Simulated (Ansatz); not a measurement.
Co, DFT, PBE, all-electron LAPW, scalar-relativistic (Ansatz 0.2.0), run on 1 thread of Arm Neoverse V2 on a shared host.

Structure from Materials Project entry mp-102 (possibly hypothetical), not relaxed further. The listed cell was then made from it by scaling, straining or moving an atom.

Command: `ansatz run input.yaml --threads 1 --pin off --max-ram 3072MiB --backend cpu --events-out ev --progress --plain --runs-dir out`

```yaml
crystal:
  lattice:
    - [0.0, 1.7268776307, 1.7268776307]
    - [1.7268776307, 0.0, 1.7268776307]
    - [1.7268776307, 1.7268776307, 0.0]
  atoms:
    - { symbol: Co, position: [0.0, 0.0, 0.0], spin: 2.0 }
magnetization:
  spin_polarized: true
kpoints:
  mp_grid: { grid: [18, 18, 18] }
scf:
  occupations: { method: fermi_dirac, width: 0.05 }
hamiltonian:
  xc: pbe
  pseudopotentials: { kind: all_electron, lapw: { basis_error: 0.001 } }
output:
  forces: true
  stress: true
  eigenvalues: true
```

Q: How large is the problem that the program sets up?

A: 195 irreducible k-points, 137 plane waves at Γ, 14 bands.

Q: About how long does it take?

A: 27 s of wall time for 8 SCF iterations. Times on shared machines scatter by tens of per cent.

Q: And the same cell and mesh by frozen-core PAW, asked for forces, stress, eigenvalues, efg, write_density, write_potential, elf, on the same hardware?

A: 6.7 s.

Q: And the same cell and mesh by all-electron PAW (datasets made for this crystal), asked for forces, stress, eigenvalues, efg, on the same hardware?

A: 19 s.
